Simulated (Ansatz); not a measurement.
**Effective masses and thermopower of GeTe (R3m)**

Input:

```yaml
crystal:
  lattice:
    - [2.11325, 1.22008, 3.64705]
    - [-2.11325, 1.22008, 3.64705]
    - [0.00000, -2.44017, 3.64705]
  atoms:
    - { symbol: Ge, position: [0.99439, 0.99439, 0.99439] }
    - { symbol: Te, position: [0.52662, 0.52662, 0.52662] }
```

The numbers are results of PBE with spin-orbit coupling, rigid bands (plane waves, PAW; Ansatz, a first-principles code), not measurements. Condition of this run: functional PBE, cell relaxed with it. How the cell was made: cell and atoms relaxed with PBE.

| Item | Result |
|---|---|
| band gap | 0.42 eV |
| electron conductivity mass (300 K, dilute) | 0.29 (x), 0.29 (y), 0.117 (z) mₑ |
| hole conductivity mass (300 K, dilute) | 0.177 (x), 0.177 (y), 0.27 (z) mₑ |
| effective density of states N_c (300 K) | 1.4e19 cm⁻³ |
| effective density of states N_v (300 K) | 2.2e19 cm⁻³ |
| density-of-states mass, electrons | 0.69 mₑ |
| density-of-states mass, holes | 0.91 mₑ |
| Seebeck coefficient, n-type 1e19 cm⁻³, 300 K | -251 μV/K |
| Seebeck coefficient, p-type 1e19 cm⁻³, 300 K | 278 μV/K |
| best p-type power factor at 300 K for τ = 10 fs (best axis; densities from 1e16 to 1e21 cm⁻³ tried, whether or not they can be reached) | 29 μW/(cm·K²) at 3e20 cm⁻³ |

Rigid bands; masses and Seebeck coefficients take one relaxation time τ for all states and one kind of carrier; polarons and phonon drag are left out.
